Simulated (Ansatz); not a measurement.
Runs of Ansatz 0.2.0 on Al. It takes space group P6_3/mmc (No. 194, hexagonal). Conventional cell: a = 2.812 Å, b = 2.812 Å, c = 4.867 Å, α = 90.00°, β = 90.00°, γ = 120.00°. Around Al (site symmetry -6m2) lie 12 Al at 2.81 to 2.93 Å. This isn't the form of Al at room conditions, which is fcc.

```csv
task,level,cell,k mesh,cutoff (eV),mesh quality,gap on the mesh (eV),pressure (GPa),V0 of scaled cells (Å³/atom),B0 (GPa)
equation of state,LDA,as given,11 × 11 × 6,420,not flagged,-,-,16.01,82
projected density of states,r2SCAN0,as given,6 × 6 × 3,500,coarse,none,-,-,-
equation of state,r2SCAN,as given,11 × 11 × 6,500,not flagged,-,-,(b),(a)
single point,PBEsol,as given,11 × 11 × 6,420,not flagged,none,(c),-,-
equation of state,PBEsol,as given,11 × 11 × 6,420,not flagged,-,-,16.38,80
projected density of states,r2SCAN,as given,6 × 6 × 3,500,coarse,none,-1.1,-,-
relaxation of cell and atoms,PBEsol,relaxed,11 × 11 × 6,420,not flagged,none,0.0,-,-
projected density of states,HSE06,as given,6 × 6 × 3,420,coarse,none,-,-,-
```

Alike in all rows: potentials or basis Ansatz PAW; no spin polarisation; smearing fermi-dirac 0.05 eV.

Task: Fill in the values left out.

Result: (a) 88; (b) 16.10; (c) -1.3.

Caveats: some runs use coarse meshes; the PAW data sets come from PBE, with cores solved anew for the run's functional, which leaves a small shift of forces and pressure; the cell was scaled at fixed shape and fractional positions, which overstates the stiffness of a crystal with free parameters, most of all of layers and chains (some runs); the density of states is complete only up to the lowest level of the last band computed (some runs); the plane-wave basis is chosen anew once the cell has moved, so the energies of steps on either side of that aren't comparable (some runs).

A k mesh can miss the band edges.

A gap of «none» marks a metal or a gap under the smearing width.

Not every run made on this cell is shown here.
